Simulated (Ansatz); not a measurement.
# Ni3Ge (Pm-3m) in Ansatz: convergence with wavefunction cutoff

Aim: find how far wavefunction cutoff must go before the results for Ni3Ge settle, at r2SCAN. This setting moves, with any that are tied to it; all else stays.

Program: Ansatz 0.2.0. These are calculated values, not measurements. Logs are shortened: lines on timing, memory, paths and dates and some standing lists are left out, and cuts for length are marked.

## Step 1: Starting point

Symmetry: Pm-3m, No. 221, cubic system. Conventional cell: a = 3.530 Å, b = 3.530 Å, c = 3.530 Å, α = 90.00°, β = 90.00°, γ = 90.00°. Around Ge (site symmetry m-3m) lie 12 Ni at 2.50 Å. Around Ni (site symmetry 4/mmm) lie 4 Ge at 2.50 Å and 8 Ni at 2.50 Å.

The cell comes from a database or a generator and needn't be the stable form of this composition.

## Step 2: With wavefunction cutoff 200 eV

The input, input.yaml:

```yaml
crystal:
  lattice:
    - [3.5303341067, 0.0, 0.0]
    - [0.0, 3.5303341067, 0.0]
    - [0.0, 0.0, 3.5303341067]
  atoms:
    - { symbol: Ge, position: [0.0, 0.0, 0.0] }
    - { symbol: Ni, position: [0.5, 0.5, 0.0], spin: 1.0 }
    - { symbol: Ni, position: [0.0, 0.5, 0.5], spin: 1.0 }
    - { symbol: Ni, position: [0.5, 0.0, 0.5], spin: 1.0 }
hamiltonian:
  xc: r2scan
  pseudopotentials: { kind: paw }
magnetization:
  spin_polarized: true
kpoints:
  mp_grid: { grid: [6, 6, 6] }
scf:
  occupations: { method: gaussian, width: 0.1 }
output:
  forces: true
  stress: true
  eigenvalues: true
basis:
  ecutwfc: "200 eV"
```

Potentials or basis: Ansatz PAW.

Run with:

```
> ansatz run input.yaml --threads 2 --pin off --max-ram 5632MiB --backend cpu --events-out ev --progress --plain --runs-dir out
```

It took 4.7 s on 2 threads of Arm Neoverse V1, shared host; peak memory 0.32 GiB.

What came out:

* Free energy: -21786.7921 eV
* Pressure: -38.5 GPa
* Band gap on the k mesh: none (metal or under the smearing width)
* Net moment: 0.00 μB per cell
* Absolute moment: 0.00 μB per cell

## Step 3: With wavefunction cutoff 250 eV

Changes to input.yaml since step 2:

```diff
@@ -24,2 +24,2 @@
 basis:
-  ecutwfc: "200 eV"
+  ecutwfc: "250 eV"
```

Potentials or basis: Ansatz PAW.

Run with:

```
> ansatz run input.yaml --threads 2 --pin off --max-ram 5632MiB --backend cpu --events-out ev --progress --plain --runs-dir out
```

Run time: 8.9 s. Hardware: 2 threads of Arm Neoverse V1, shared host; peak memory 0.37 GiB.

Results:

- Free energy: -21831.0801 eV
- Pressure: 8.4 GPa
- Band gap on the k mesh: none (metal or under the smearing width)
- Net moment: 0.00 μB per cell
- Absolute moment: 0.00 μB per cell

## Step 4: With wavefunction cutoff 300 eV

Changes to input.yaml since step 3:

```diff
@@ -24,2 +24,2 @@
 basis:
-  ecutwfc: "250 eV"
+  ecutwfc: "300 eV"
```

Run with:

```
> ansatz run input.yaml --threads 2 --pin off --max-ram 5632MiB --backend cpu --events-out ev --progress --plain --runs-dir out
```

It took 7.5 s on 2 threads of Arm Neoverse V1, shared host; peak memory 0.38 GiB.

What came out:

| Property | Result |
| --- | --- |
| Free energy | -21838.8558 eV |
| Pressure | 3.6 GPa |
| Band gap on the k mesh | none (metal or under the smearing width) |
| Net moment | 0.00 μB per cell |
| Absolute moment | 0.00 μB per cell |

## Step 5: With wavefunction cutoff 350 eV

Changes to input.yaml since step 4:

```diff
@@ -24,2 +24,2 @@
 basis:
-  ecutwfc: "300 eV"
+  ecutwfc: "350 eV"
```

Run with:

```
> ansatz run input.yaml --threads 2 --pin off --max-ram 5632MiB --backend cpu --events-out ev --progress --plain --runs-dir out
```

Run time: 11 s. Hardware: 2 threads of Arm Neoverse V1, shared host; peak memory 0.41 GiB.

What came out:

```
Free energy            : -21839.6946 eV
Pressure               : 0.6 GPa
Band gap on the k mesh : none (metal or under the smearing width)
Net moment             : 0.00 μB per cell
Absolute moment        : 0.00 μB per cell
```

## Step 6: With wavefunction cutoff 400 eV

Changes to input.yaml since step 5:

```diff
@@ -24,2 +24,2 @@
 basis:
-  ecutwfc: "350 eV"
+  ecutwfc: "400 eV"
```

Potentials or basis: Ansatz PAW.

Run with:

```
> ansatz run input.yaml --threads 2 --pin off --max-ram 5632MiB --backend cpu --events-out ev --progress --plain --runs-dir out
```

It took 12 s on 2 threads of Arm Neoverse V1, shared host; peak memory 0.43 GiB.

It converged, with:

```yaml
Free_energy: -21839.7356 eV
Pressure: 0.5 GPa
Band_gap_on_the_k_mesh: none (metal or under the smearing width)
Net_moment: 0.00 μB per cell
Absolute_moment: 0.00 μB per cell
```

## Step 7: With wavefunction cutoff 450 eV

Changes to input.yaml since step 6:

```diff
@@ -24,2 +24,2 @@
 basis:
-  ecutwfc: "400 eV"
+  ecutwfc: "450 eV"
```

Run with:

```
> ansatz run input.yaml --threads 2 --pin off --max-ram 5632MiB --backend cpu --events-out ev --progress --plain --runs-dir out
```

It took 15 s on 2 threads of Arm Neoverse V1, shared host; peak memory 0.45 GiB.

The run converged. Its results:

```yaml
Free_energy: -21839.7476 eV
Pressure: 0.5 GPa
Band_gap_on_the_k_mesh: none (metal or under the smearing width)
Net_moment: 0.00 μB per cell
Absolute_moment: 0.00 μB per cell
```

## Step 8: With wavefunction cutoff 500 eV

Changes to input.yaml since step 7:

```diff
@@ -24,2 +24,2 @@
 basis:
-  ecutwfc: "450 eV"
+  ecutwfc: "500 eV"
```

Run with:

```
> ansatz run input.yaml --threads 2 --pin off --max-ram 5632MiB --backend cpu --events-out ev --progress --plain --runs-dir out
```

Run time: 18 s. Hardware: 2 threads of Arm Neoverse V1, shared host; peak memory 0.48 GiB.

Results (log left out):

```
Free energy            : -21839.7580 eV
Pressure               : 0.5 GPa
Band gap on the k mesh : none (metal or under the smearing width)
Net moment             : 0.00 μB per cell
Absolute moment        : 0.00 μB per cell
```

## Step 9: With wavefunction cutoff 600 eV

Changes to input.yaml since step 8:

```diff
@@ -24,2 +24,2 @@
 basis:
-  ecutwfc: "500 eV"
+  ecutwfc: "600 eV"
```

Potentials or basis: Ansatz PAW.

Run with:

```
> ansatz run input.yaml --threads 2 --pin off --max-ram 5632MiB --backend cpu --events-out ev --progress --plain --runs-dir out
```

It took 25 s on 2 threads of Arm Neoverse V1, shared host; peak memory 0.53 GiB.

The run converged. Its results:

- Free energy: -21839.7638 eV
- Pressure: 0.5 GPa
- Band gap on the k mesh: none (metal or under the smearing width)
- Net moment: 0.00 μB per cell
- Absolute moment: 0.00 μB per cell

## Step 10: With wavefunction cutoff 800 eV

Changes to input.yaml since step 9:

```diff
@@ -24,2 +24,2 @@
 basis:
-  ecutwfc: "600 eV"
+  ecutwfc: "800 eV"
```

Potentials or basis: Ansatz PAW.

Run with:

```
> ansatz run input.yaml --threads 2 --pin off --max-ram 5632MiB --backend cpu --events-out ev --progress --plain --runs-dir out
```

Standard output:

```text
Warning: RAYON_NUM_THREADS=2 ignored (pool sized by the plan → 2); use --threads N
Engine: ansatz 0.2.0, aarch64-unknown-linux-gnu
Pseudopotentials: kind: paw
Pseudopotential: Ge, paw, valence charge 14, recommended cutoff 500 eV (meta_gga), Ge.paw.azcp
Pseudopotential: Ni, paw, valence charge 18, recommended cutoff 500 eV (meta_gga), Ni.paw.azcp
Functional definition: r2SCAN
  parameter k0 = 0.174
  parameter k1 = 0.065
  parameter a1 = 4.9479
  exchange = r2scan_x(k0 = k0, k1 = k1, a1 = a1)
  correlation = r2scan_c
Crystal: 4 atoms, lattice volume = 43.999 Å³
Basis set: ecut = 800 eV, 2301 PW (Γ), exchange–correlation on 144×144×144 points (64 copies of the dense FFT grid, shifted against one another)
Bands: 43, of which v1, the nominal top of the filled ones, is band 34 counted from 1 (33 counted from 0)
Symmetry: 48 space group operations
Space group: Pm-3m (ITA 221), of the structure as read, at distance tolerance 3.5e-5 Å
Magnetic group: BNS 221.92 (UNI 1594), of the structure as read, at distance tolerance 3.5e-5 Å
k-points: 20 of 216
Non-local potential: Ge, projectors of the file, l = 0: 2, l = 1: 2, l = 2: 3, l = 3: 1
Non-local potential: Ni, projectors of the file, l = 0: 3, l = 1: 2, l = 2: 3, l = 3: 1
PAW form: soft (Blöchl's): semilocal exchange-correlation on the pseudo side does not see the compensation charge
PAW frozen core: Ge, regenerated for the run's functional (the file was generated under x = pbe(κ = 0.804, μ = 0.2195149727645171), c = pbe(β = 0.06672455060314922))
PAW frozen core: Ni, regenerated for the run's functional (the file was generated under x = pbe(κ = 0.804, μ = 0.2195149727645171), c = pbe(β = 0.06672455060314922))
PAW one-centre angular grid: Ge, 590 points (default); XC on 160 Gauss nodes
PAW one-centre angular grid: Ni, 590 points (default); XC on 160 Gauss nodes
Initial density: superposition of atomic densities (chi_scale 0.1, normalization cell)
Starting moments: Σ|m| = 3 μB on 3 of 4 sites
Initial wavefunctions: pseudopotential atomic-orbital guess
Functional: x = r2scan, c = r2scan; τ floored in thin density (d = 2e-4 eV/Å³)
iter 1 solved again at ethr=8.70e-4 eV; its pass at ethr=3.10e-3 eV (dr2=5.92e-1 eV) is discarded
SCF iter   1: F=—  HF=-21835.494618 eV  |F-HF|=—  |Δ(HF+E_count)|=         —  Δρ=3.57e-2 (↑2.71e-2 ↓3.57e-2)  dr2=4.59e-1  dr2_τ=2.03e-2  dr2_m=2.09e-1  M=1.956 μB ∫|m|=2.432 μB  β_m=0.86  ethr=8.70e-4  ⟨swp⟩=4.2  Hψ=9876  notcnv=0
Mixer restart at iter 1: flushing history
eigensolver tolerance schedule: the retry pair's looser diagonalisation over-reported the residual by 0.29 of it (diagonalisation noise at 0.13 of the residual, at the tolerance the schedule requests for it); recorded, not acted on — ethr = c·dr2/N_el stays at c = 1.0e-1
[... 25 lines left out ...]
SCF iter  24: F=—  HF=-21839.767509 eV  |F-HF|=—  |Δ(HF+E_count)|=   6.59e-8  Δρ=4.18e-6 (↑4.18e-6 ↓9.28e-7)  dr2=4.42e-9  dr2_τ=1.08e-11  dr2_m=2.20e-9  M=0.001 μB ∫|m|=0.001 μB  β_m=1.00  ethr=2.52e-11  ⟨swp⟩=3.0  Hψ=3602  notcnv=0  defer=100  κ⁻¹=1.1e-5(r=8)
SCF iter  25: F=—  HF=-21839.767509 eV  |F-HF|=—  |Δ(HF+E_count)|=   5.33e-8  Δρ=1.14e-6 (↑1.14e-6 ↓4.77e-7)  dr2=4.30e-10  dr2_τ=2.81e-12  dr2_m=7.39e-11  M=-0.000 μB ∫|m|=0.000 μB  β_m=1.00  ethr=6.50e-12  ⟨swp⟩=3.0  Hψ=3591  notcnv=0  defer=100  κ⁻¹=5.7e-6(r=8)
SCF iter  26: F=-21839.767509 eV  HF=-21839.767509 eV  |F-HF|=2.84e-10  |Δ(HF+E_count)|=  2.33e-10  Δρ=6.46e-7 (↑1.71e-7 ↓6.46e-7)  dr2=1.02e-10  dr2_τ=6.20e-13  dr2_m=4.77e-11  M=0.000 μB ∫|m|=0.000 μB  ethr=1.00e-12  ⟨swp⟩=7.8  Hψ=6969  notcnv=0
SCF 1 converged in 26 iterations: F = -21839.767509 eV  dr2 = 1.02e-10
WARN: the starting moments were not kept: the SCF closed with an absolute magnetisation of 5.1e-5 μB, where they sum to 3 μB in size (3 sites). That is at most 0.1 of that sum. Measured as dr2_m measures the in/out step, that magnetisation stands 1.8e-9 eV from none, at or under the dr2_threshold of 1.0e-7 eV: it is no larger than a step whose dr2_m would equal this threshold. The system may hold no moment; this SCF shows only that its start led to no more than that. To try another start: raise the starting moments (crystal.atoms[].spin, magnetization.per_species, magnetization.initial_magnetization, or on a non-collinear deck that types none of these the spinor_matrix: blocks that start its atoms; where the total moment is fixed, keep their sum and leave initial_magnetization as it is; typed ones take the place of any that the run laid by itself, positive ones on a crystal's lanthanoids without a Hubbard term where scf.initial_density.shell_occupations: [] is typed) or, if the notice of its spin-set hold's release reads "site moments contracting" or "site moments show no strong build", lengthen the hold (scf.mixing.spin_hold: { on: { confirm: 4 } }; for m-r²SCAN on two components see the key's manual first). Each may lead to a state that holds a moment. A second SCF, from the converged charge density, with the starting moments and any scf.initial_density.shell_occupations laid on it anew, would have followed, and was not run: the deck does not ask for one (magnetization.retry_lost_moments is false, the default). To let it run, set magnetization.retry_lost_moments: true and run the deck again, where that key's refused combinations let it; where memory then withholds it, that run's warning says so.
this state was not tested for a lower state beside it, because the mixer in use, unlike msr1, does not test its closes by its own steps (another_mixer; see scf.mixing.algorithm and scf.lower_state_search)
SCF converged after 26 iterations
Magnetization: 0.0000 μB (34.0000 up, 34.0000 down)
Absolute magnetization: 0.0001 μB (∫|ρ↑−ρ↓|, with the PAW one-centre terms)
Spin contamination: 0.0000 ħ² per cell (⟨S²⟩ above its minimum at these occupations)
Per-site moments (μB) at R_I (Å): [(-1.290812464536141e-6, 1.0297333145144605), (1.290235896008811e-5, 1.0297333145144605), (1.290235896021803e-5, 1.0297333145144605), (1.2902358960269086e-5, 1.0297333145144605)]
Free energy (F): -21839.767509 eV
Harris-Foulkes:  -21839.767509 eV  (|F-HF|=2.84e-10)
Internal energy: -21839.759422 eV  (E = F + TS)
E sigma→0 (E₀):  -21839.763465 eV
Entropy (-TS):   -0.008087 eV (-2.022 meV/atom)
Fermi energy:    18.536724 eV
--- Per-component energies (eV) ---
  E_band       = -917.998981
  E_kinetic    = 966.510201
  E_local      = -12197.633151  (includes V_loc(G=0)·N_el)
  E_nonlocal   = 2352.780612
  E_hartree    = 5190.493487
  E_xc         = -307.642705
  E_vxc        = -422.362192  (∫ρ·V_xc dr)
  E_paw        = -6977.986804  (= ΣΔE_a)
  E_vpaw       = -2028.402945  (= ΣTr[D̂ρ^β])
  E_aug_tail   = 0.000244  (compensation charges beyond the density's cutoff)
  E_vtau       = 30.119978  (kinetic-family band-sum trace: ∫τ·v_τ [+ j·A + Jᵃ·Aᵃ] dr)
  E_ewald      = -10864.295333
  E_core_change = -1.985972  (= ΣΔE_core)
  E_smearing   = -0.008087  (= −TS)
  E_closure    = 0.000000  (closes the sum)
  Σ components = -21839.767509   (vs F -21839.767509, Δ=0.00e0)
--- Forces (eV/Å), atoms counted from 1 ---
  atom   1  Ge    -0.00000000    -0.00000000     0.00000000
  atom   2  Ni     0.00000000    -0.00000000     0.00000000
  atom   3  Ni     0.00000000     0.00000000    -0.00000000
  atom   4  Ni    -0.00000000    -0.00000000    -0.00000000
  max |Σ_I F_I| component: 1.12e-28 eV/Å
--- Stress (GPa, compression-positive) ---
        0.481921      -0.000000       0.000000
       -0.000000       0.481921       0.000000
        0.000000       0.000000       0.481921
  P = ⅓ Tr σ = 0.4819 GPa (4.819 kbar)
--- Band table (eV; the first three rows and the last of 40) ---
  k-point 0 ↑: bands = ["-88.2326", "-88.1988", "-88.1988", "-47.2310", "-47.2310", "-47.2310", "-47.1757", "-47.1757", "-47.1757", "-47.0226", "-47.0226", "-47.0226", "-6.8759", "-6.8759", "-6.8609", "-6.8609", "-6.8609", "5.3973", "13.4141", "14.5685", "14.5685", "15.0163", "15.0163", "15.0163", "17.0163", "17.0163", "17.0163", "17.4239", "17.4239", "17.4239", "17.8173", "17.8173", "18.1692", "18.5688", "18.5688", "18.5688", "22.7957", "25.6631", "25.6631", "29.5899", "29.5899", "29.5899", "32.7480"]
  k-point 1 ↑: bands = ["-88.2306", "-88.2007", "-88.1987", "-47.2261", "-47.2261", "-47.2245", "-47.1773", "-47.1773", "-47.1761", "-47.0301", "-47.0258", "-47.0258", "-6.8747", "-6.8688", "-6.8610", "-6.8610", "-6.8605", "5.7239", "13.2923", "14.0658", "14.7866", "14.9381", "14.9381", "15.0972", "16.4615", "16.4615", "16.7472", "16.9232", "17.7218", "17.7218", "17.7479", "17.8132", "18.0386", "18.5692", "19.2037", "19.2037", "23.4309", "25.6416", "26.8754", "28.6330", "28.6330", "28.8005", "31.5987"]
  k-point 2 ↑: bands = ["-88.2254", "-88.2059", "-88.1987", "-47.2144", "-47.2144", "-47.2098", "-47.1823", "-47.1823", "-47.1769", "-47.0469", "-47.0326", "-47.0326", "-6.8722", "-6.8611", "-6.8611", "-6.8598", "-6.8545", "6.6146", "11.5701", "14.2391", "14.7169", "14.7169", "15.2902", "15.3304", "16.2790", "16.2790", "16.4738", "16.7055", "17.3937", "17.4286", "17.4286", "17.5989", "17.8775", "18.5699", "20.8603", "20.8603", "23.6606", "25.5869", "26.2023", "26.2023", "26.8539", "29.9911", "31.3712"]
  k-point 19 ↓: bands = ["-88.2099", "-88.2099", "-88.2099", "-47.2537", "-47.2537", "-47.2537", "-47.1836", "-47.1238", "-47.1238", "-47.1238", "-46.9921", "-46.9921", "-6.8749", "-6.8749", "-6.8749", "-6.8336", "-6.8336", "9.1570", "14.2924", "14.2924", "14.2924", "14.4432", "14.4432", "14.4432", "16.2720", "16.2720", "16.2720", "17.0504", "17.0504", "17.0504", "17.3083", "17.3083", "17.8834", "18.3053", "18.3053", "18.3053", "19.3157", "22.9381", "22.9381", "22.9381", "36.8334", "36.8335", "36.8335"]
```

It took 33 s on 2 threads of Arm Neoverse V1, shared host; peak memory 0.67 GiB.

Results:

```yaml
Free_energy: -21839.7675 eV
Pressure: 0.5 GPa
Band_gap_on_the_k_mesh: none (metal or under the smearing width)
Net_moment: 0.00 μB per cell
Absolute_moment: 0.00 μB per cell
```

## Step 11: Result

| wavefunction cutoff | energy less the tightest run, at zero smearing (meV/atom) | pressure (GPa) | SCF cycles | CPU time (s) | peak memory (GiB) |
| --- | --- | --- | --- | --- | --- |
| 200 eV | 13244.29 | -38.51 | 21 | 8.8 | 0.32 |
| 250 eV | 2172.07 | 8.44 | 32 | 17 | 0.37 |
| 300 eV | 227.81 | 3.55 | 23 | 14 | 0.38 |
| 350 eV | 18.23 | 0.61 | 25 | 22 | 0.41 |
| 400 eV | 7.98 | 0.53 | 26 | 23 | 0.43 |
| 450 eV | 4.98 | 0.48 | 25 | 30 | 0.45 |
| 500 eV | 2.37 | 0.47 | 26 | 34 | 0.48 |
| 600 eV | 0.92 | 0.48 | 28 | 48 | 0.53 |
| 800 eV | 0.00 | 0.48 | 26 | 64 | 0.67 |

Against the tightest run, the energy stays within 1 meV/atom from 600 eV on; the pressure stays within 0.1 GPa from 400 eV on. The tightest run that finished is the yardstick and may itself not be fully converged.

Caveats: the magnetic or orbital state may not be the lowest; the PAW data sets come from PBE, with cores solved anew for the run's functional, which leaves a small shift of forces and pressure; the starting moments weren't kept.
